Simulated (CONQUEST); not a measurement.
## Rb: single point with PBE

The system is Rb.

```
Rb
1.0
     5.60500    0.00000    0.00000
     0.00000    5.60500    0.00000
     0.00000    0.00000    5.60500
Rb
2
Direct
  0.99502 0.99666 0.99659
  0.50006 0.49669 0.49429
```

The cell isn't the ideal one: atoms of the box moved at random, drawn with an rms of 0.05 Å.

```yaml
Program: CONQUEST 1.3
Task: single point
Functional: PBE
Potentials_or_basis: PseudoDojo NC PBE, DZP, grid cutoff 120 Ha
k_mesh: 5 × 5 × 5
Occupations: fermi-dirac, width 0.05 eV
Spin: no spin polarisation
Solver: diagonalisation
SCF_tolerance: 1e-06
```

The pressure is 0.2 GPa. The largest force is 0.010 eV/Å and the band gap on the k mesh is none (metal or under the smearing width).

Forces on the atoms (eV/Å):
```
Rb   0.007 -0.002 -0.007
Rb  -0.009 -0.003  0.002
```

Run time: 46 s on 1 thread of AMD EPYC 9R14 (Zen 4), with other jobs on the host, peak memory 1.3 GiB.

Caveat: the basis of atomic orbitals isn't converged, which shifts pressures, moduli and gaps.
